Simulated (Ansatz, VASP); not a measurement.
# Cross-check of HfO2 (1T-HfO2, 2 layers, AB stacking) between VASP and Ansatz, part 2 of 2

Aim: how closely do two programs agree when they are given the same cell, functional and k mesh? Of the first pair: The structure shown is the start of the Ansatz relaxation below; VASP solves that cell, so the two are compared at the walk's first step.

VASP 6.6.1 and Ansatz 0.2.0.

So far: Set-up; Ansatz: relaxation, PBE with D3(BJ); VASP: single point, PBE with D3(BJ), start cell, pair 1.

### 4. Comparison

Known differences besides the potentials themselves: the data sets hold 76 valence electrons in Ansatz (on its default PAW (the set named soft_2) files) and 44 in VASP; the cutoff is 420 eV in Ansatz and 520 eV in VASP. Total energies have different zeros and are not compared.

Forces (eV/Å; atoms numbered as in POSCAR):

```tsv
atom	Ansatz x, y, z	VASP x, y, z
O1	0.000, 0.000, 4.064	0.000, 0.000, 4.212
O2	0.000, 0.000, -4.041	0.000, 0.000, -4.189
O3	0.000, 0.000, 4.041	0.000, 0.000, 4.189
O4	0.000, 0.000, -4.064	0.000, 0.000, -4.212
Hf5	0.000, 0.000, 0.055	0.000, 0.000, 0.055
Hf6	0.000, 0.000, -0.055	0.000, 0.000, -0.055
```

The forces differ by 70 meV/Å r.m.s., which is 3.5 % of the r.m.s. force of 1.980 eV/Å (both taken over all components). With vacuum in the cell, a pressure given here is an average over mostly empty space and none of the material.

### 5. Other set-ups

Further runs change the set-up of one program: Ansatz's method, potentials or start, or VASP's data sets, cutoff or form of LDA. The table gives that difference for each run.

```tsv
run	r.m.s. force difference (meV/Å)
as above	70
VASP with the data sets O and Hf_sv	50
```

### 6. Ansatz: relaxation, PBE with D3(BJ)

This run makes the geometry at which the two programs are then compared.

The structure compared here is the end of the Ansatz relaxation.

input.yaml reads:

```yaml
crystal:
  lattice:
    - [3.24, 0.0, 0.0]
    - [-1.62, 2.8059223083, 0.0]
    - [0.0, 0.0, 30.3371817517]
  atoms:
    - { symbol: O, position: [0.6666666667, 0.3333333333, 0.3625913603] }
    - { symbol: Hf, position: [0.0, 0.0, 0.4041013281] }
    - { symbol: O, position: [0.3333333333, 0.6666666667, 0.445611296] }
    - { symbol: O, position: [0.0, 0.0, 0.554388704] }
    - { symbol: Hf, position: [0.3333333333, 0.6666666667, 0.5958986719] }
    - { symbol: O, position: [0.6666666667, 0.3333333333, 0.6374086397] }
kpoints:
  mp_grid: { grid: [12, 12, 1] }
hamiltonian:
  xc: pbe
  dispersion: d3bj
scf:
  occupations: { method: fermi_dirac, width: 0.05 }
  convergence: { dr2_threshold: 1.0e-08 }
efield:
  axis: 3
  dipole_correction: true
  ramp_position: 0.97
  ramp_width: 0.04
relax:
  f_tol: 0.01
  cell: { fix: [c, alpha, beta] }
output:
  write_potential: true
  write_density: true
  volumetric_format: npy
```

Launch:

```
$ ansatz run input.yaml --threads 4 --pin off --max-ram 8192MiB --backend cpu --events-out ev --progress --plain --runs-dir out
```

Numbers of over 12 decimals in the logs are rounded to 6 here.

The program printed:

```text
[...]
Crystal: 6 atoms, lattice volume = 275.801 Å³
Basis set: ecut = 420 eV, 5477 PW (Γ), exchange–correlation on 48×48×432 points (8 copies of the dense FFT grid, shifted against one another)
[...]
atoms:
    - { symbol: O, position: [0.666667, 0.333333, 0.400899] }
    - { symbol: Hf, position: [-9.932175000051741e-18, 0, 0.432765] }
    - { symbol: O, position: [0.333333, 0.666667, 0.463923] }
    - { symbol: O, position: [6.3450890939888605e-18, 0, 0.536077] }
    - { symbol: Hf, position: [0.333333, 0.666667, 0.567235] }
    - { symbol: O, position: [0.666667, 0.333333, 0.599101] }
[key lines of the parts left out:]
SCF converged after 4 iterations
Free energy (F): -33722.889470 eV
Fermi energy:    -0.080555 eV
Dipole field:    D = 0.000001 V/Å  (p = 0.000002 e·Å, saw-weighted, corrected)
Work function:   Φ+ = 5.4432 eV   Φ− = 5.4432 eV
P = ⅓ Tr σ = 0.0279 GPa (0.279 kbar)
```

### 7. VASP: single point, PBE with D3(BJ), relaxed cell, pair 2

The same cell, functional, mesh and smearing now go to VASP, with its own data sets.

INCAR reads:

```
SYSTEM = HfO2
PREC = Accurate
ENCUT = 600
EDIFF = 1E-06
NELM = 120
ISMEAR = -1
SIGMA = 0.05
LREAL = .FALSE.
ALGO = Normal
GGA = PE
IVDW = 12
NBANDS = 28
LASPH = .TRUE.
LORBIT = 11
LWAVE = .FALSE.
LCHARG = .FALSE.
ISIF = 2
LDIPOL = .TRUE.
IDIPOL = 3
DIPOL = 0.5 0.5 0.5
LVHAR = .TRUE.
GGA_COMPAT = .FALSE.
EFERMI = MIDGAP
NELMDL = -8
KPAR = 2
```

POSCAR reads:

```
HfO2
1.0
    3.2607233721      0.0000000000      0.0000000000
   -1.6303616860      2.8238692749      0.0000000000
    0.0000000000      0.0000000000     30.3371817517
O Hf
4 2
Direct
    0.6666666666      0.3333333333      0.4008988734
    0.3333333333      0.6666666666      0.4639225682
    0.9999999999      1.0000000000      0.5360774286
    0.6666666666      0.3333333333      0.5991011234
    0.9999999999      1.0000000000      0.4327645605
    0.3333333333      0.6666666666      0.5672354363
```

KPOINTS reads:

```
Automatic mesh
0
Gamma
12 12 1
0 0 0
```

Potentials, in the order of the species: O and Hf_pv (PBE family, release 64).

Launch:

```
$ mpirun -np 2 vasp_std
```

The program printed:

```text
[... set-up lines as in an earlier step ...]
 entering main loop
       N       E                     dE             d eps       ncg     rms          rms(c)
DAV:   1     0.386682961825E+03    0.38668E+03   -0.23032E+04  1256   0.142E+03
DAV:   2    -0.185696062272E+02   -0.40525E+03   -0.39804E+03  1464   0.327E+02
DAV:   3    -0.694240195233E+02   -0.50854E+02   -0.50520E+02  1216   0.115E+02
DAV:   4    -0.707298243853E+02   -0.13058E+01   -0.13030E+01  1416   0.203E+01
[...]
DAV:  25    -0.596691783528E+02   -0.48284E-05   -0.81406E-08   748   0.107E-03    0.392E-04
DAV:  26    -0.596691814453E+02   -0.30925E-05   -0.78870E-08   808   0.862E-04    0.604E-04
DAV:  27    -0.596691817593E+02   -0.31405E-06   -0.75027E-09   612   0.433E-04
   1 F= -.60580932E+02 E0= -.60580932E+02  d E =-.745581E-20
```

Parts of OUTCAR (step 7):

```text
 Edisp (eV)   -0.91175

  Total      -1.57961    -1.57961    -0.95109    -0.00000     0.00000    -0.00000
  in kB      -9.05996    -9.05996    -5.45503    -0.00000     0.00000    -0.00000
  external pressure =       -7.86 kB  Pullay stress =        0.00 kB

 POSITION                                       TOTAL-FORCE (eV/Angst)
 -----------------------------------------------------------------------------------
      1.63036      0.94129     12.16214         0.000000     -0.000000      0.197050
      0.00000      1.88258     14.07410        -0.000000      0.000000     -0.195583
      3.26072      0.00000     16.26308         0.000000     -0.000000      0.195583
      1.63036      0.94129     18.17504         0.000000     -0.000000     -0.197050
      3.26072      0.00000     13.12886        -0.000000     -0.000000      0.004599
      0.00000      1.88258     17.20832         0.000000      0.000000     -0.004599
 -----------------------------------------------------------------------------------
    total drift:                                0.000000      0.000001      0.000452

  FREE ENERGIE OF THE ION-ELECTRON SYSTEM (eV)
  ---------------------------------------------------
  free  energy   TOTEN  =       -60.5809317691 eV

  energy  without entropy=      -60.5809317691  energy(sigma->0) =      -60.58093177

[... 1 part as in an earlier step ...]

[... 2 further parts left out ...]
[key lines of the parts left out:]
E-fermi :  -2.8963
```

### 8. Differences

What differs besides the data sets and the points named for the pairs above, as far as they apply: the data sets hold 76 valence electrons in Ansatz (on its default PAW (the set named soft_2) files) and 44 in VASP; the cutoff is 420 eV in Ansatz and 600 eV in VASP; Ansatz's pressure holds a Pulay correction, VASP's none. Total energies have different zeros and are not compared.

Both answers:

```tsv
quantity	Ansatz	VASP	difference
pressure (GPa)	0.03	-0.79	+0.81
gap on the k mesh (eV)	4.485	4.487	-0.002
```

Forces (eV/Å; atoms numbered as in POSCAR):

```tsv
atom	Ansatz x, y, z	VASP x, y, z
O1	0.000, 0.000, -0.001	0.000, 0.000, 0.197
O2	0.000, 0.000, 0.001	0.000, 0.000, -0.196
O3	0.000, 0.000, -0.001	0.000, 0.000, 0.196
O4	0.000, 0.000, 0.001	0.000, 0.000, -0.197
Hf5	0.000, 0.000, -0.001	0.000, 0.000, 0.005
Hf6	0.000, 0.000, 0.001	0.000, 0.000, -0.005
```

The forces differ by 93 meV/Å r.m.s., where the r.m.s. force is 0.001 eV/Å in Ansatz and 0.093 eV/Å in VASP: the atoms lie near their places of rest in Ansatz, so a percentage would say little (all taken over all components). A gap on the mesh is an upper bound, since the band edges may lie between its points; neither run holds spin-orbit coupling, which can move the band edges of a compound of Hf. With vacuum in the cell, a pressure given here is an average over mostly empty space and none of the material.

### 9. Outcome

```yaml
r_m_s_force_difference_single_point_pbe_with_d3_bj_start_cell_pair_1: 3.5 % of the r.m.s. force
r_m_s_force_difference_single_point_pbe_with_d3_bj_relaxed_cell_pair_2: 93 meV/Å
difference_in_pressure_single_point_pbe_with_d3_bj_relaxed_cell_pair_2: 0.81 GPa
```

**Reading.** The r.m.s. force difference is 93 meV/Å (single point, PBE with D3(BJ), relaxed cell, pair 2), beyond the 12 meV/Å picked in this series as the mark of a large difference. The data sets hold unlike numbers of valence electrons (76 in Ansatz and 44 in VASP), so part of the differences comes from the potentials. Single point, PBE with D3(BJ), start cell, pair 1, VASP with the data sets O and Hf_sv: r.m.s. force difference goes from 70 to 50 meV/Å. What causes the difference of the single point, PBE with D3(BJ), relaxed cell, pair 2 pair stays open here. Such differences can come from data sets, numerical settings and the points named under the comparisons, not from the functional's error against experiment.

[Lines on the potential files, build, host, timing and source positions are cut from VASP's logs without a mark.]

[Logs are printed without paths, hosts, clocks, repeated set-up lines and the standing remarks that a program may print on its own settings, such as how far it seeks lower states.]

[Hosts, paths, dates, database ids (printed as entryN), source tags and the programs' standing remarks are cut or masked in the printed files.]
